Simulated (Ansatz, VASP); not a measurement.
## One calculation of KF, two programs

INCAR

```
PREC = Accurate
ENCUT = 520
EDIFF = 1E-6
ISMEAR = 0
SIGMA = 0.02
LREAL = False
LASPH = True
NELM = 80
ALGO = Normal
ISIF = 2
LWAVE = False
LCHARG = False
GGA = PE
NBANDS = 15
```

Contents of KPOINTS:

```
Automatic mesh
0
Gamma
  8 8 8
```

The input POSCAR:

```
KF
1.0
   -0.0072451850      2.5863706350      2.6741951100
    2.7271571450      0.0047588300      2.6621910950
    2.6471392900      2.4943487650      0.0847766850
K F
1 1
Direct
   -0.0075444174     -0.0018814288      0.0079558631
    0.5075444174      0.5018814288      0.4920441369
```

Input for Ansatz:

```yaml
crystal:
  lattice:
    - [-0.007245185, 2.586370635, 2.67419511]
    - [2.727157145, 0.00475883, 2.662191095]
    - [2.64713929, 2.494348765, 0.084776685]
  atoms:
    - { symbol: K, position: [-0.0075444174, -0.0018814288, 0.0079558631] }
    - { symbol: F, position: [0.5075444174, 0.5018814288, 0.4920441369] }
basis:
  ecutwfc: 420
kpoints:
  mp_grid: { grid: [8, 8, 8] }
hamiltonian:
  xc: pbe
scf:
  occupations: { method: gaussian, width: 0.02 }
output:
  forces: true
  stress: true
  eigenvalues: true
```

Change from the starting cell: all atoms moved at random, cell strained at random.

Alike in both runs: task single point; functional PBE; k mesh 8 × 8 × 8; occupations gaussian, width 0.02 eV; no spin polarisation.

```csv
,VASP,Ansatz
version,VASP 6.6.1,Ansatz 0.2.0
potentials or method,"VASP PAW PBE potentials, release 64 (K_sv, F)","scalar-relativistic, plane waves, PAW"
plane-wave cutoff (eV),520,420
valence electrons in the cell,16,16
```

Ansatz gave:

```
gap on the k mesh at the Fermi level (eV)       : 6.42
least direct gap on the mesh (eV)               : 6.42
pressure (GPa)                                  : 4.2
largest component of the traceless stress (GPa) : 2.54
rms of the force components (eV/Å)              : 0.059
```

Task: Which values does VASP return?

Result: gap on the k mesh at the Fermi level (eV): 6.41; least direct gap on the mesh (eV): 6.41; pressure (GPa): 4.3; largest component of the traceless stress (GPa): 2.63; rms of the force components (eV/Å): 0.062.

Atom by atom the forces differ by 0.002 eV/Å (rms over components). With one functional, cell and mesh, what is left measures potentials, basis and numerics.

A k mesh can miss the band edges.
